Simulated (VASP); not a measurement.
# GaSe (P6_3/mmc) in VASP: notebook

The runs below take GaSe through single point, with r2SCAN.

All numbers are computed with VASP 6.6.1; they aren't measurements. Logs are shortened: lines on timing, memory, paths and dates and some standing lists are left out, and cuts for length are marked.

## (1) Starting point

It takes space group P6_3/mmc (No. 194, hexagonal). The conventional cell has a = 3.774 Å, b = 3.774 Å, c = 16.652 Å, α = 90.00°, β = 90.00°, γ = 120.00°. Around Ga (site symmetry 3m) lie 1 Ga at 2.44 Å and 3 Se at 2.46 Å. Around Se (site symmetry 3m) lie 3 Ga at 2.46 Å.

## (2) Single point, r2SCAN

POSCAR

```
GaSe
1.0
    3.7736663367      0.0000000000      0.0000000000
   -1.8868331683      3.2680909130      0.0000000000
    0.0000000000      0.0000000000     16.6515560287
Ga Se
4 4
Direct
    0.3333333333      0.6666666667      0.1768014893
    0.6666666667      0.3333333333      0.6768014893
    0.3333333333      0.6666666667      0.3231985107
    0.6666666667      0.3333333333      0.8231985107
    0.3333333333      0.6666666667      0.6076095004
    0.6666666667      0.3333333333      0.1076095004
    0.3333333333      0.6666666667      0.8923904996
    0.6666666667      0.3333333333      0.3923904996
```

INCAR.step1

```
SYSTEM = GaSe
ALGO = Normal
EDIFF = 1E-4
ENCUT = 520
GGA = PE
ISMEAR = 0
LASPH = .TRUE.
LCHARG = .FALSE.
LREAL = .FALSE.
LWAVE = .TRUE.
NBANDS = 48
NELM = 100
PREC = Accurate
SIGMA = 0.1
```

INCAR.step2

```
SYSTEM = GaSe
ALGO = Normal
EDIFF = 1E-6
ENCUT = 520
ISIF = 2
ISMEAR = 0
ISTART = 1
LASPH = .TRUE.
LCHARG = .FALSE.
LMIXTAU = .TRUE.
LREAL = .FALSE.
LWAVE = .FALSE.
METAGGA = R2SCAN
NBANDS = 48
NELM = 100
PREC = Accurate
SIGMA = 0.1
```

KPOINTS

```
k-points
0
G
  6 6 1
  0 0 0
```

Potentials or basis: VASP PAW PBE potentials, release 64 (Ga_d, Se).

On the command line:

```sh
$ cat potpaw_PBE.64/Ga_d/POTCAR potpaw_PBE.64/Se/POTCAR > POTCAR
$ cp INCAR.step1 INCAR
$ mpirun -np 1 vasp_std > vasp.out
$ cp INCAR.step2 INCAR
$ mpirun -np 1 vasp_std > vasp.out
```

OUTCAR:

```text
SYSTEM = GaSe
   EDIFF = 1E-6
   ENCUT = 520
   ISIF = 2
   ISMEAR = 0
   ISTART = 1
   LASPH = .TRUE.
   LREAL = .FALSE.
   METAGGA = R2SCAN
   NELM = 100
   PREC = Accurate

 ion  position               nearest neighbor table
   1  0.333  0.667  0.177-   3 2.44   6 2.46   6 2.46   6 2.46
   2  0.667  0.333  0.677-   4 2.44   5 2.46   5 2.46   5 2.46
   3  0.333  0.667  0.323-   1 2.44   8 2.46   8 2.46   8 2.46
   4  0.667  0.333  0.823-   2 2.44   7 2.46   7 2.46   7 2.46
   5  0.333  0.667  0.608-   2 2.46   2 2.46   2 2.46
   6  0.667  0.333  0.108-   1 2.46   1 2.46   1 2.46
   7  0.333  0.667  0.892-   4 2.46   4 2.46   4 2.46
   8  0.667  0.333  0.392-   3 2.46   3 2.46   3 2.46

  LATTYP: Found a hexagonal cell.
 ALAT       =     3.7736663367
 C/A-ratio  =     4.4125671278

  Lattice vectors:

 A1 = (   3.7736663367,   0.0000000000,   0.0000000000)
 A2 = (  -1.8868331683,   3.2680909130,   0.0000000000)
 A3 = (   0.0000000000,   0.0000000000,  16.6515560287)

Analysis of symmetry for initial positions (statically):
=====================================================================
 Subroutine PRICEL returns:
 Original cell was already a primitive cell.

 Routine SETGRP: Setting up the symmetry group for a
 hexagonal supercell.

 Subroutine GETGRP returns: Found 24 space group operations
 (whereof 12 operations were pure point group operations)
 out of a pool of 24 trial point group operations.

The static configuration has the point symmetry D_3d.
 The point group associated with its full space group is D_6h.

Analysis of symmetry for dynamics (positions and initial velocities):
=====================================================================
 Subroutine PRICEL returns:
 Original cell was already a primitive cell.

 Routine SETGRP: Setting up the symmetry group for a
 hexagonal supercell.

 Subroutine GETGRP returns: Found 24 space group operations
 (whereof 12 operations were pure point group operations)
 out of a pool of 24 trial point group operations.

The dynamic configuration has the point symmetry D_3d.
 The point group associated with its full space group is D_6h.

 Subroutine INISYM returns: Found 24 space group operations
 (whereof 12 operations are pure point group operations),
 and found     1 'primitive' translations

----------------------------------------------------------------------------------------

                                     Primitive cell

  volume of cell :     205.3584

  direct lattice vectors                    reciprocal lattice vectors
     3.773666337  0.000000000  0.000000000     0.264994282  0.152994520  0.000000000
    -1.886833168  3.268090913  0.000000000     0.000000000  0.305989040  0.000000000
     0.000000000  0.000000000 16.651556029     0.000000000  0.000000000  0.060054448

  length of vectors
     3.773666337  3.773666337 16.651556029     0.305989040  0.305989040  0.060054448

  position of ions in fractional coordinates (direct lattice)
     0.333333333  0.666666667  0.176801489
     0.666666667  0.333333333  0.676801489
     0.333333333  0.666666667  0.323198511
     0.666666667  0.333333333  0.823198511
     0.333333333  0.666666667  0.607609500
     0.666666667  0.333333333  0.107609500
     0.333333333  0.666666667  0.892390500
     0.666666667  0.333333333  0.392390500

  ion indices of the primitive-cell ions
   primitive index   ion index
                 1           1
                 2           2
                 3           3
                 4           4
                 5           5
                 6           6
                 7           7
                 8           8

----------------------------------------------------------------------------------------

 KPOINTS: k-points

Automatic generation of k-mesh.
 Grid dimensions read from file:
 generate k-points for:    6    6    1

 Generating k-lattice:

  Cartesian coordinates                     Fractional coordinates (reciprocal lattice)
     0.044165714  0.025499087  0.000000000     0.166666667  0.000000000  0.000000000
     0.000000000  0.050998173  0.000000000     0.000000000  0.166666667  0.000000000
     0.000000000  0.000000000  0.060054448     0.000000000  0.000000000  1.000000000

  Length of vectors
     0.050998173  0.050998173  0.060054448

  Shift w.r.t. Gamma in fractional coordinates (k-lattice)
     0.000000000  0.000000000  0.000000000

 Subroutine IBZKPT returns following result:
 ===========================================

 Found      7 irreducible k-points:

 Following reciprocal coordinates:
            Coordinates               Weight
  0.000000  0.000000  0.000000      1.000000
  0.166667 -0.000000  0.000000      6.000000
  0.333333  0.000000  0.000000      6.000000
  0.500000 -0.000000  0.000000      3.000000
  0.166667  0.166667  0.000000      6.000000
  0.333333  0.166667  0.000000     12.000000
  0.333333  0.333333  0.000000      2.000000
   k-points           NKPTS =      7   k-points in BZ     NKDIM =      7   number of bands    NBANDS=     48
   number of dos      NEDOS =    301   number of ions     NIONS =      8
   total plane-waves  NPLWV =  98784
   dimension x,y,z NGX =    28 NGY =   28 NGZ =  126
   dimension x,y,z NGXF=    56 NGYF=   56 NGZF=  252
   ions per type =               4   4
   NGX,Y,Z   is equivalent  to a cutoff of  12.34, 12.34, 12.58 a.u.
   NGXF,Y,Z  is equivalent  to a cutoff of  24.67, 24.67, 25.16 a.u.
 SYSTEM =  GaSe
   PREC   = accura    normal or accurate (medium, high low for compatibility)
   ISTART =      1    job   : 0-new  1-cont  2-samecut
   ICHARG =      0    charge: 1-file 2-atom 10-const
   ISPIN  =      1    spin polarized calculation?
   LNONCOLLINEAR =      F non collinear calculations
   LSORBIT =      F    spin-orbit coupling
   LASPH  =      T    aspherical Exc in radial PAW
   ENCUT  =  520.0 eV  38.22 Ry    6.18 a.u.   7.02  7.02 30.96*2*pi/ulx,y,z
   NELM   =    100;   NELMIN=  2; NELMDL=  0     # of ELM steps
   EDIFF  = 0.1E-05   stopping-criterion for ELM
   LREAL  =      F    real-space projection
   EDIFFG = 0.1E-04   stopping-criterion for IOM
   NSW    =      0    number of steps for IOM
   IBRION =     -1    ionic relax: 0-MD 1-quasi-New 2-CG
   NFREE  =      0    steps in history (QN), initial steepest desc. (CG)
   ISIF   =      2    stress and relaxation
   ISYM   =      2    0-nonsym 1-usesym 2-fastsym
   POTIM  = 0.5000    time-step for ionic-motion
   TEBEG  =    0.0;   TEEND  =   0.0 temperature during run
   PSTRESS=    0.0 pullay stress
   NELECT =      76.0000    total number of electrons
   NUPDOWN=      -1.0000    fix difference up-down
   EMIN   =  10.00;   EMAX   =-10.00  energy-range for DOS
   EFERMI =   0.00;   METHOD = LEGACY
   ISMEAR =     0;   SIGMA  =   0.10  broadening in eV -4-tet -1-fermi 0-gaus
   EFERMI_NEDOS =   21; number of points for ismear=-14 and -15
   IALGO  =     38    algorithm
   IMIX   =      4    mixing-type and parameters
     AMIX     =   0.40;   BMIX     =  1.00
     AMIX_MAG =   1.60;   BMIX_MAG =  1.00
  volume/ion in A,a.u.               =      25.67       173.23
  Fermi-wavevector in a.u.,A,eV,Ry     =   1.175372  2.221130 18.796428  1.381499
  Thomas-Fermi vector in A             =   2.311753
   LORBIT       =      0    0 simple, 1 ext, 2 COOP (PROOUT), +10 PAW based schemes
   METAGGA = R2SCAN    functional components
   LHFCALC =     F    Hartree Fock is set to
   AEXX    =    0.0000 exact exchange contribution
   IVDW    =     0    specifies the selected vdW correction
   LEPSILON=     F    determine dielectric tensor
   LRPA    =     F    only Hartree local field effects (RPA)
 non-spin polarized calculation
 Gauss-broadening in eV      SIGMA  =   0.10
  energy-cutoff  :      520.00
  volume of cell :      205.36
 maximum number of plane-waves:      5565
 NGX is ok and might be reduce to    28
   NGX = 13   NGY = 13   NGZ = 61

 number of electron      76.0000027 magnetization

 Free energy of the ion-electron system (eV)
  ---------------------------------------------------
  ext. energy  EPLUGINS =         0.00000000
  ---------------------------------------------------
  free energy    TOTEN  =      -108.50132924 eV

  energy without entropy =     -108.50132924  energy(sigma->0) =     -108.50132924

 E-fermi :   3.0172     XC(G=0):  -9.5764

 val. band max:        2.5956480616   @ k =   0.0000   0.0000   0.0000
 cond. band min:       4.1465518861   @ k =   0.0000   0.0000   0.0000
 fundamental gap:      1.5509038245
 Fermi energy:         3.0172273467

 k-point     1 :       0.0000    0.0000    0.0000
  band No.  band energies     occupation
      1     -12.8735      2.00000
      2     -12.8729      2.00000
      3     -12.7440      2.00000
      4     -12.7439      2.00000
      5     -12.7439      2.00000
      6     -12.7439      2.00000
[... 40 lines left out ...]
     47       8.4893      0.00000
     48       8.4900      0.00000

 k-point     2 :       0.1667   -0.0000    0.0000
  band No.  band energies     occupation
      1     -12.8866      2.00000
      2     -12.8844      2.00000
      3     -12.8057      2.00000
      4     -12.8029      2.00000
      5     -12.7701      2.00000
      6     -12.7647      2.00000
[... 40 lines left out ...]
     47       7.8376      0.00000
     48       8.2008      0.00000

 k-point     3 :       0.3333    0.0000    0.0000
  band No.  band energies     occupation
      1     -12.9488      2.00000
      2     -12.9451      2.00000
      3     -12.8653      2.00000
      4     -12.8608      2.00000
      5     -12.8290      2.00000
      6     -12.8283      2.00000
[... 40 lines left out ...]
     47       7.6950      0.00000
     48       7.8320      0.00000

 k-point     4 :       0.5000   -0.0000    0.0000
  band No.  band energies     occupation
      1     -12.9790      2.00000
      2     -12.9770      2.00000
      3     -12.8977      2.00000
      4     -12.8953      2.00000
      5     -12.8281      2.00000
      6     -12.8277      2.00000
[... 40 lines left out ...]
     47       7.5773      0.00000
     48       7.8239      0.00000

 k-point     5 :       0.1667    0.1667    0.0000
  band No.  band energies     occupation
      1     -12.9297      2.00000
      2     -12.9257      2.00000
      3     -12.8447      2.00000
      4     -12.8395      2.00000
      5     -12.8283      2.00000
      6     -12.8272      2.00000
[... 40 lines left out ...]
     47       8.0535      0.00000
     48       8.4268      0.00000

 k-point     6 :       0.3333    0.1667    0.0000
  band No.  band energies     occupation
      1     -12.9720      2.00000
      2     -12.9698      2.00000
      3     -12.8939      2.00000
      4     -12.8913      2.00000
      5     -12.8284      2.00000
      6     -12.8281      2.00000
[... 40 lines left out ...]
     47       7.8380      0.00000
     48       8.0045      0.00000

 k-point     7 :       0.3333    0.3333    0.0000
  band No.  band energies     occupation
      1     -12.9779      2.00000
      2     -12.9779      2.00000
      3     -12.9035      2.00000
      4     -12.9035      2.00000
      5     -12.8276      2.00000
      6     -12.8276      2.00000
[... 40 lines left out ...]
     47       9.3499      0.00000
     48       9.3499      0.00000

------------------------ aborting loop because EDIFF is reached ----------------------------------------

  FORCE on cell =-STRESS in cart. coord.  units (eV):
  Direction    XX          YY          ZZ          XY          YZ          ZX
  --------------------------------------------------------------------------------------
  -------------------------------------------------------------------------------------
  Total        0.0704381      0.0704381      0.2333161      0.0000000      0.0000000     -0.0000000
  in kB        0.5495480      0.5495480      1.8202992      0.0000000      0.0000000     -0.0000000
  external PRESSURE =       0.9731317 kB  Pullay stress =       0.0000000 kB

 VOLUME and BASIS-vectors are now :
 -----------------------------------------------------------------------------
  energy-cutoff  :      520.00
  volume of cell :      205.36
      direct lattice vectors                 reciprocal lattice vectors
     3.773666337  0.000000000  0.000000000     0.264994282  0.152994520  0.000000000
    -1.886833168  3.268090913  0.000000000     0.000000000  0.305989040  0.000000000
     0.000000000  0.000000000 16.651556029     0.000000000  0.000000000  0.060054448

 POSITION                                       TOTAL-FORCE (eV/Angst)
 -----------------------------------------------------------------------------------
     -0.00000      2.17873      2.94402        -0.000000     -0.000000      0.018629
      1.88683      1.08936     11.26980         0.000000      0.000000      0.018629
     -0.00000      2.17873      5.38176         0.000000      0.000000     -0.018629
      1.88683      1.08936     13.70754         0.000000     -0.000000     -0.018629
     -0.00000      2.17873     10.11764         0.000000      0.000000     -0.010020
      1.88683      1.08936      1.79187         0.000000      0.000000     -0.010020
     -0.00000      2.17873     14.85969         0.000000      0.000000      0.010020
      1.88683      1.08936      6.53391         0.000000      0.000000      0.010020
 -----------------------------------------------------------------------------------
    total drift:                               -0.000000      0.000000      0.000000

  FREE ENERGIE OF THE ION-ELECTRON SYSTEM (eV)
  ---------------------------------------------------
  free  energy   TOTEN  =      -108.5013292379 eV

  energy  without entropy=     -108.5013292378  energy(sigma->0) =     -108.50132924
```

It took 4.7 min on 1 thread of AMD EPYC 7R13 (Zen 3), shared host; peak memory 0.32 GiB.

Results:

```
Free energy            : -108.5013 eV
Pressure               : 0.1 GPa
Largest force          : 0.019 eV/Å
Band gap on the k mesh : 1.55 eV, direct
```

Forces on the atoms (eV/Å):
```
Ga   0.000  0.000  0.019
Ga   0.000  0.000  0.019
Ga   0.000  0.000 -0.019
Ga   0.000  0.000 -0.019
Se   0.000  0.000 -0.010
Se   0.000  0.000 -0.010
Se   0.000  0.000  0.010
Se   0.000  0.000  0.010
```

Caveat: the PAW data sets were made with another functional, which shifts forces and pressure a little; an odd mesh through Γ misses points on the zone boundary, where band edges often lie.

## (3) Single point, r2SCAN

This run uses another cell than the first one, of 24.13 Å³/atom, 0.940 times its volume.

POSCAR

```
GaSe
1.0
    3.7420012726      0.0000000000      0.0000000000
   -1.8710006363      3.2406681631      0.0000000000
    0.0000000000      0.0000000000     15.9190000000
Ga Se
4 4
Direct
    0.3333333333      0.6666666667      0.1770000000
    0.6666666667      0.3333333333      0.6770000000
    0.3333333333      0.6666666667      0.3230000000
    0.6666666667      0.3333333333      0.8230000000
    0.3333333333      0.6666666667      0.6000000000
    0.6666666667      0.3333333333      0.1000000000
    0.3333333333      0.6666666667      0.9000000000
    0.6666666667      0.3333333333      0.4000000000
```

INCAR.step1

```
PREC = Accurate
ENCUT = 520
ISMEAR = 0
SIGMA = 0.1
LREAL = F
LASPH = T
NELM = 100
NBANDS = 48
GGA = PE
ALGO = Normal
EDIFF = 1E-4
LWAVE = T
LCHARG = F
```

INCAR.step2

```
PREC = Accurate
ENCUT = 520
EDIFF = 1E-7
ISMEAR = 0
SIGMA = 0.1
LREAL = F
LASPH = T
NELM = 100
ALGO = Normal
ISIF = 2
LWAVE = F
LCHARG = F
METAGGA = R2SCAN
LMIXTAU = T
NBANDS = 48
ISTART = 1
```

KPOINTS

```
regular mesh
0
Gamma
  6 6 1
```

Potentials or basis: VASP PAW PBE potentials, release 64 (Ga_d, Se).

On the command line:

```sh
$ cat potpaw_PBE.64/Ga_d/POTCAR potpaw_PBE.64/Se/POTCAR > POTCAR
$ cp INCAR.step1 INCAR
$ mpirun -np 1 vasp_std > vasp.out
$ cp INCAR.step2 INCAR
$ mpirun -np 1 vasp_std > vasp.out
```

Run time: 6 min. Hardware: 1 thread of Intel Xeon Platinum 8259CL at 2.50GHz (Skylake/Cascade Lake), shared host; peak memory 0.35 GiB.

Results (log left out):

| Item | Value |
| --- | --- |
| Free energy | -108.2888 eV |
| Pressure | 0.9 GPa |
| Largest force | 1.368 eV/Å |
| Band gap on the k mesh | 1.56 eV, indirect (least direct gap 1.71 eV) |

Forces on the atoms (eV/Å):
```
Ga   0.000  0.000 -1.368
Ga   0.000  0.000 -1.368
Ga   0.000  0.000  1.368
Ga   0.000  0.000  1.368
Se   0.000  0.000  0.558
Se   0.000  0.000  0.558
Se   0.000  0.000 -0.558
Se   0.000  0.000 -0.558
```

Stress tensor (GPa, compression positive):
```
0.02 0.00 0.00
0.00 0.02 0.00
0.00 0.00 2.68
```

Levels at points of the mesh, in eV from the valence-band top:
```
           k point  band 36  band 37  band 38  band 39  band 40  band 41
(0.00, 0.00, 0.00)    -0.96    -0.96     0.00     1.71     2.66     2.99
(0.50, 0.00, 0.00)    -2.20    -2.17    -1.98     1.59     1.59     2.21
```

Caveat: the PAW data sets were made with another functional, which shifts forces and pressure a little; an odd mesh through Γ misses points on the zone boundary, where band edges often lie. r2SCAN opens gaps a little over a GGA but as a rule still falls short of measured ones.
